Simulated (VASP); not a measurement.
Runs of VASP 6.6.1 on BN. The structure is cubic, space group F-43m (No. 216). Conventional cell: a = 3.626 Å, b = 3.626 Å, c = 3.626 Å, α = 90.00°, β = 90.00°, γ = 90.00°. Around N (site symmetry -43m) lie 4 B at 1.57 Å. Around B (site symmetry -43m) lie 4 N at 1.57 Å. The cell is a database's computed one.

```csv
task,level,potentials or basis,cell,k mesh,cutoff (eV),smearing,grid for exact exchange (PRECFOCK),exchange at q = 0,mesh quality,gap on the mesh (eV),pressure (GPa),relaxed volume (Å³/atom)
relaxation of cell and atoms,BLYP+D3(BJ),"VASP PAW PBE potentials, release 64 (N, B)",relaxed,13 × 13 × 13,600,fermi-dirac 0.05 eV,-,-,not flagged,4.96,0.0,5.88
single point,LAK,"VASP PAW PBE potentials, release 64 (N_h, B_h)",as given,13 × 13 × 13,900,tetrahedron,-,-,not flagged,5.57,-1.2,-
band structure,PBEsol0,"VASP PAW PBE potentials, release 64 (N, B)",as given,7 × 7 × 7,520,fermi-dirac 0.05 eV,Fast,truncated,coarse,(a),(b),-
relaxation of cell and atoms,BLYP+D3,"VASP PAW PBE potentials, release 64 (N, B)",relaxed,13 × 13 × 13,600,fermi-dirac 0.05 eV,-,-,not flagged,4.93,0.0,5.98
relaxation of cell and atoms,BLYP+D4,"VASP PAW PBE potentials, release 64 (N, B)",relaxed,13 × 13 × 13,600,fermi-dirac 0.05 eV,-,-,not flagged,4.96,0.0,5.88
relaxation of cell and atoms,HSE03,"VASP PAW PBE potentials, release 64 (N, B)",relaxed,7 × 7 × 7,600,fermi-dirac 0.05 eV,Fast,-,coarse,(c),0.0,5.83
```

Alike in all rows: no spin polarisation.

Task: Fill in the values left out.

Result: (a) 6.68; (b) -12.9; (c) 5.83.

Caveats: some runs use coarse meshes; the PAW data sets were made with another functional, which shifts forces and pressure a little; an odd mesh through Γ misses points on the zone boundary, where band edges often lie (some runs); the cutoff is under 1.25 times the usual one of these potentials, so pressure, stress and relaxed cells hold a basis-set (Pulay) error (some runs); the mesh misses the band edges, which the band path finds closer together (some runs).

Runs at the PBE level aren't shown here.
